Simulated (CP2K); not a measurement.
The system is HfC.

```xyz
2
Lattice="3.2880 0.0000 0.0000 1.6440 2.8475 0.0000 1.6440 0.9492 2.6847" Properties=species:S:1:pos:R:3 pbc="T T T"
Hf    3.2880    1.8984    1.3423
C     0.0000    0.0000    0.0000
```

Base run:

```yaml
Program: CP2K 2026.2
Functional: PBEsol
Dispersion: D3(BJ)
Potentials_or_basis: POTENTIAL_UZH Hf GTH-PBE-q12, C GTH-PBE-q4; TZVP-MOLOPT-PBE-GTH basis
Density_cutoff: 6123 eV
k_mesh: 10 × 10 × 10
Occupations: fermi-dirac, width 0.05 eV
Spin: no spin polarisation
```

Its results: band gap on the k mesh none (metal or under the smearing width); pressure -11.2 GPa.

Question: After a change of settings the same cell gave: band gap on the k mesh none (metal or under the smearing width); pressure -8.4 GPa. Which change was it?
A. dispersion from D3(BJ) to D3(BJ)+ATM
B. dispersion from D3(BJ) to rVV10
C. dispersion from D3(BJ) to none
D. dispersion from D3(BJ) to D4

Answer: D.

Caveats: the potentials were made for another functional, which shifts forces and pressure; the basis of atomic orbitals isn't converged, which shifts pressures, moduli and gaps; pairwise dispersion overbinds metals, which lowers pressure and volume.

Runs at the PBE level aren't shown here.
